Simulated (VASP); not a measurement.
# Sm (I4/mmm) in VASP: a series of runs

The runs below take Sm through single point, with PBE.

Everything below comes from runs of VASP 6.6.1. Logs are shortened: lines on timing, memory, paths and dates and some standing lists are left out, and cuts for length are marked.

## 1. Starting point

Symmetry: I4/mmm, No. 139, tetragonal system. The conventional cell has a = 3.635 Å, b = 3.635 Å, c = 5.122 Å, α = 90.00°, β = 90.00°, γ = 90.00°. Sm (site symmetry 4/mmm) is surrounded by 12 Sm at 3.63 Å.

This isn't the form of Sm at room conditions, which is rhombohedral.

## 2. Single point, PBE, collinear spin, ferromagnetic start

Input file INCAR:

```
SYSTEM = Sm
PREC = Accurate
ENCUT = 460
EDIFF = 0.001
ISMEAR = 1
SIGMA = 0.2
LREAL = .False.
LASPH = .True.
NELM = 100
ALGO = Normal
ISIF = 2
LWAVE = .False.
LCHARG = .False.
ISPIN = 2
MAGMOM = 5
LORBIT = 11
LMAXMIX = 6
GGA = PE
ADDGRID = .False.
```

Input file KPOINTS:

```
regular mesh
0
Gamma
  5 5 5
  0 0 0
```

Input file POSCAR:

```
Sm
1.0
   -1.8173030691      1.8173030691      2.5609871902
    1.8173030691     -1.8173030691      2.5609871902
    1.8173030691      1.8173030691     -2.5609871902
Sm
1
Direct
    0.0000000000      0.0000000000      0.0000000000
```

Potentials or basis: VASP PAW PBE potentials, release 64 (Sm).

The run is started by

```sh
$ cat potpaw_PBE.64/Sm/POTCAR > POTCAR
$ mpirun -np 1 vasp_std > vasp.out
```

OUTCAR:

```text
SYSTEM = Sm
   PREC = Accurate
   ENCUT = 460
   EDIFF = 0.001
   ISMEAR = 1
   LREAL = .False.
   LASPH = .True.
   NELM = 100
   ISIF = 2
   ISPIN = 2
   LORBIT = 11
   GGA = PE

 Found     18 irreducible k-points:

 Following reciprocal coordinates:
            Coordinates               Weight
  0.000000  0.000000  0.000000      1.000000
  0.200000  0.000000 -0.000000      8.000000
  0.400000  0.000000  0.000000      8.000000
  0.200000  0.200000 -0.000000      8.000000
  0.400000  0.200000 -0.000000     16.000000
 -0.400000  0.200000  0.000000     16.000000
   k-points           NKPTS =     18   k-points in BZ     NKDIM =     18   number of bands    NBANDS=     15
   number of dos      NEDOS =    301   number of ions     NIONS =      1
   total plane-waves  NPLWV =  21952
   dimension x,y,z NGX =    28 NGY =   28 NGZ =   28
   dimension x,y,z NGXF=    56 NGYF=   56 NGZF=   56
   ions per type =               1
   NGX,Y,Z   is equivalent  to a cutoff of  12.83, 12.83, 12.83 a.u.
   NGXF,Y,Z  is equivalent  to a cutoff of  25.66, 25.66, 25.66 a.u.
 SYSTEM =  Sm
   PREC   = accura    normal or accurate (medium, high low for compatibility)
   ISTART =      0    job   : 0-new  1-cont  2-samecut
   ICHARG =      2    charge: 1-file 2-atom 10-const
   ISPIN  =      2    spin polarized calculation?
   LNONCOLLINEAR =      F non collinear calculations
   LSORBIT =      F    spin-orbit coupling
   LASPH  =      T    aspherical Exc in radial PAW
   ENCUT  =  460.0 eV  33.81 Ry    5.81 a.u.   6.34  6.34  6.34*2*pi/ulx,y,z
   NELM   =    100;   NELMIN=  2; NELMDL= -5     # of ELM steps
   EDIFF  = 0.1E-02   stopping-criterion for ELM
   LREAL  =      F    real-space projection
   EDIFFG = 0.1E-01   stopping-criterion for IOM
   NSW    =      0    number of steps for IOM
   IBRION =     -1    ionic relax: 0-MD 1-quasi-New 2-CG
   NFREE  =      0    steps in history (QN), initial steepest desc. (CG)
   ISIF   =      2    stress and relaxation
   ISYM   =      2    0-nonsym 1-usesym 2-fastsym
   POTIM  = 0.5000    time-step for ionic-motion
   TEBEG  =    0.0;   TEEND  =   0.0 temperature during run
   PSTRESS=    0.0 pullay stress
   NELECT =      16.0000    total number of electrons
   NUPDOWN=      -1.0000    fix difference up-down
   EMIN   =  10.00;   EMAX   =-10.00  energy-range for DOS
   EFERMI =   0.00;   METHOD = LEGACY
   ISMEAR =     1;   SIGMA  =   0.20  broadening in eV -4-tet -1-fermi 0-gaus
   EFERMI_NEDOS =   21; number of points for ismear=-14 and -15
   IALGO  =     38    algorithm
   IMIX   =      4    mixing-type and parameters
     AMIX     =   0.40;   BMIX     =  1.00
     AMIX_MAG =   1.60;   BMIX_MAG =  1.00
  volume/ion in A,a.u.               =      33.83       228.31
  Fermi-wavevector in a.u.,A,eV,Ry     =   1.275481  2.410310 22.134675  1.626853
  Thomas-Fermi vector in A             =   2.408191
   LORBIT       =     11    0 simple, 1 ext, 2 COOP (PROOUT), +10 PAW based schemes
   GGA     = PE    functional components
   LHFCALC =     F    Hartree Fock is set to
   AEXX    =    0.0000 exact exchange contribution
   IVDW    =     0    specifies the selected vdW correction
   LEPSILON=     F    determine dielectric tensor
   LRPA    =     F    only Hartree local field effects (RPA)
 spin polarized calculation
 Methfessel and Paxton  Order N= 1 SIGMA  =   0.20
  energy-cutoff  :      460.00
  volume of cell :       33.83
 maximum number of plane-waves:       768
 NGX is ok and might be reduce to    28
   NGX = 13   NGY = 13   NGZ = 13

 number of electron      16.0000000 magnetization       6.6720696

 Free energy of the ion-electron system (eV)
  ---------------------------------------------------
  ext. energy  EPLUGINS =         0.00000000
  ---------------------------------------------------
  free energy    TOTEN  =        -9.29149120 eV

  energy without entropy =       -9.27255122  energy(sigma->0) =       -9.28517788

 E-fermi :   3.1162     XC(G=0):  -9.7654

 val. band max:        3.1155353804   @ k =   0.4000   0.4000  -0.0000
 cond. band min:       3.1170199815   @ k =  -0.4000   0.4000   0.4000
 fundamental gap:      0.0014846011
 Fermi energy:         3.1162275494

 spin component 1

 k-point     1 :       0.0000    0.0000    0.0000
  band No.  band energies     occupation
      1     -36.9327      1.00000
      2     -16.0772      1.00000
      3     -16.0770      1.00000
      4     -16.0763      1.00000
      5      -1.5028      1.00000
      6       2.7453      1.01242
      7       2.8521      1.03422
      8       2.8524      1.03425
      9       2.8541      1.03445
     10       2.8867      1.03444
     11       2.8868      1.03443
     12       2.8903      1.03388
     13       4.8433     -0.00000
     14       4.8434     -0.00000
     15       4.8743     -0.00000

 k-point     2 :       0.2000    0.0000   -0.0000
  band No.  band energies     occupation
      1     -36.8977      1.00000
      2     -16.4431      1.00000
      3     -16.1227      1.00000
      4     -16.1205      1.00000
      5      -0.4694      1.00000
      6       2.6821      1.00444
      7       2.7300      1.00993
      8       2.7307      1.01003
      9       2.8383      1.03215
     10       2.8560      1.03465
     11       2.9347      1.01268
     12       2.9368      1.01093
     13       4.2592     -0.00000
     14       5.2255     -0.00000
     15       5.2540     -0.00000

 k-point     3 :       0.4000    0.0000    0.0000
  band No.  band energies     occupation
      1     -36.8403      1.00000
      2     -16.9831      1.00000
      3     -16.1950      1.00000
      4     -16.1902      1.00000
      5       0.8151      1.00000
      6       2.6185      1.00122
      7       2.6196      1.00125
      8       2.7338      1.01052
      9       2.8606      1.03505
     10       2.9695      0.97103
     11       3.0576      0.73653
     12       3.0591      0.73126
     13       4.3286     -0.00000
     14       4.7733     -0.00000
     15       4.8114     -0.00000

 k-point     4 :       0.2000    0.2000   -0.0000
  band No.  band energies     occupation
      1     -36.8551      1.00000
      2     -16.7008      1.00000
      3     -16.3558      1.00000
      4     -16.1544      1.00000
      5       0.9082      1.00000
      6       2.6372      1.00182
      7       2.6632      1.00310
      8       2.6749      1.00388
      9       2.7316      1.01016
     10       2.7665      1.01648
     11       3.0131      0.87866
     12       3.0294      0.83170
     13       3.8230     -0.00000
     14       4.5730     -0.00000
     15       5.9712     -0.00000

 k-point     5 :       0.4000    0.2000   -0.0000
  band No.  band energies     occupation
      1     -36.8169      1.00000
      2     -16.9418      1.00000
      3     -16.4622      1.00000
      4     -16.2528      1.00000
      5       1.7659      1.00000
      6       2.5595      1.00030
      7       2.6082      1.00097
      8       2.6141      1.00110
      9       2.7366      1.01095
     10       3.0066      0.89534
     11       3.0950      0.58913
     12       3.1279      0.45070
     13       3.5835     -0.00233
     14       4.3340     -0.00000
     15       5.6286     -0.00000

 k-point     6 :      -0.4000    0.2000    0.0000
  band No.  band energies     occupation
      1     -36.8363      1.00000
      2     -16.8200      1.00000
      3     -16.3284      1.00000
      4     -16.2805      1.00000
      5       1.2673      1.00000
      6       2.5210      1.00011
      7       2.6375      1.00184
      8       2.6618      1.00301
      9       2.7400      1.01152
     10       2.7676      1.01671
     11       3.0339      0.81764
     12       3.0416      0.79281
     13       3.5092     -0.00894
     14       4.4213     -0.00000
     15       6.0643     -0.00000

 [... further k-points ...]

 spin component 2

 k-point     1 :       0.0000    0.0000    0.0000
  band No.  band energies     occupation
      1     -34.2311      1.00000
      2     -13.9540      1.00000
      3     -13.9535      1.00000
      4     -13.9534      1.00000
      5      -0.1173      1.00000
      6       6.0424     -0.00000
      7       6.1863     -0.00000
      8       6.1866     -0.00000
      9       6.2160     -0.00000
     10       6.6321     -0.00000
     11       6.6322     -0.00000
     12       6.6357     -0.00000
     13       7.2651      0.00000
     14       7.2652      0.00000
     15       7.2665      0.00000

 k-point     2 :       0.2000    0.0000   -0.0000
  band No.  band energies     occupation
      1     -34.1900      1.00000
      2     -14.3692      1.00000
      3     -14.0042      1.00000
      4     -14.0026      1.00000
      5       0.9488      1.00000
      6       5.0790     -0.00000
      7       6.2855     -0.00000
      8       6.3081     -0.00000
      9       6.4225     -0.00000
     10       6.6721     -0.00000
     11       6.6753     -0.00000
     12       6.7890     -0.00000
     13       7.2706      0.00000
     14       7.2850      0.00000
     15       7.2946      0.00000

 k-point     3 :       0.4000    0.0000    0.0000
  band No.  band energies     occupation
      1     -34.1224      1.00000
      2     -14.9746      1.00000
      3     -14.0843      1.00000
      4     -14.0799      1.00000
      5       2.2504      1.00000
      6       5.3510     -0.00000
      7       5.9661     -0.00000
      8       6.0018     -0.00000
      9       6.2581     -0.00000
     10       6.7816     -0.00000
     11       6.7832     -0.00000
     12       7.0003     -0.00000
     13       7.0678     -0.00000
     14       7.0702     -0.00000
     15       7.2777      0.00000

 k-point     4 :       0.2000    0.2000   -0.0000
  band No.  band energies     occupation
      1     -34.1399      1.00000
      2     -14.6585      1.00000
      3     -14.2674      1.00000
      4     -14.0394      1.00000
      5       2.3649      1.00000
      6       4.6792     -0.00000
      7       5.2565     -0.00000
      8       6.4303     -0.00000
      9       6.6034     -0.00000
     10       6.7103     -0.00000
     11       6.8369     -0.00000
     12       6.8524     -0.00000
     13       7.1230      0.00000
     14       7.1265      0.00000
     15       7.7199      0.00000

 k-point     5 :       0.4000    0.2000   -0.0000
  band No.  band energies     occupation
      1     -34.0948      1.00000
      2     -14.9272      1.00000
      3     -14.3860      1.00000
      4     -14.1501      1.00000
      5       3.2759      0.01042
      6       4.2516     -0.00000
      7       5.5439     -0.00000
      8       6.4036     -0.00000
      9       6.6995     -0.00000
     10       6.7679     -0.00000
     11       6.7929     -0.00000
     12       6.9181     -0.00000
     13       7.0267     -0.00000
     14       7.0354     -0.00000
     15       7.6010      0.00000

 k-point     6 :      -0.4000    0.2000    0.0000
  band No.  band energies     occupation
      1     -34.1178      1.00000
      2     -14.7898      1.00000
      3     -14.2360      1.00000
      4     -14.1824      1.00000
      5       2.6471      1.00224
      6       4.2556     -0.00000
      7       5.1822     -0.00000
      8       6.5633     -0.00000
      9       6.6930     -0.00000
     10       6.7568     -0.00000
     11       6.8586     -0.00000
     12       6.9057     -0.00000
     13       7.0100     -0.00000
     14       7.1855      0.00000
     15       7.8720      0.00000

 [... further k-points ...]
[... 5 lines left out ...]
  --------------------------------------------------------------------------------------
  -------------------------------------------------------------------------------------
  Total        2.8615909      2.8615909      2.8542015      0.0000000      0.0000000     -0.0000000
  in kB      135.5176985    135.5176985    135.1677547      0.0000000      0.0000000     -0.0000000
  external PRESSURE =     135.4010506 kB  Pullay stress =       0.0000000 kB

 VOLUME and BASIS-vectors are now :
 -----------------------------------------------------------------------------
  energy-cutoff  :      460.00
  volume of cell :       33.83
      direct lattice vectors                 reciprocal lattice vectors
    -1.817303069  1.817303069  2.560987190     0.000000000  0.275132975  0.195237212
     1.817303069 -1.817303069  2.560987190     0.275132975  0.000000000  0.195237212
     1.817303069  1.817303069 -2.560987190     0.275132975  0.275132975  0.000000000

 POSITION                                       TOTAL-FORCE (eV/Angst)
 -----------------------------------------------------------------------------------
      0.00000      0.00000      0.00000        -0.000000      0.000000      0.000000
 -----------------------------------------------------------------------------------
    total drift:                               -0.000000     -0.000000     -0.000000

  FREE ENERGIE OF THE ION-ELECTRON SYSTEM (eV)
  ---------------------------------------------------
  free  energy   TOTEN  =        -9.2914912036 eV

  energy  without entropy=       -9.2725512217  energy(sigma->0) =       -9.28517788

 total charge

# of ion       s       p       d       f       tot
--------------------------------------------------
    1        2.079   5.608   0.444   5.587  13.718

 magnetization (x)

# of ion       s       p       d       f       tot
--------------------------------------------------
    1        0.001  -0.054   0.297   5.583   5.826
```

Wall time 18 s (1 thread of Intel Xeon Platinum 8488C (Sapphire Rapids), shared host); peak memory 0.19 GiB.

These settings aren't checked as converged: the numbers below hold their error.

Results:

```
Free energy                                           : -9.2915 eV
Pressure                                              : 13.5 GPa
Band gap on the k mesh                                : none (metal or under the smearing width)
Net moment                                            : 6.67 μB per cell
Site moments                                          : Sm +5.83 μB
Valence electrons inside the program's atomic spheres : Sm 13.72
```

Caveat: the k mesh is coarse (spacing up to 0.49 Å⁻¹), so the values aren't converged; the magnetic or orbital state may not be the lowest; spin-orbit coupling is left out, which moves the levels of the heavy elements.

(Continued in part 2 of 2.)
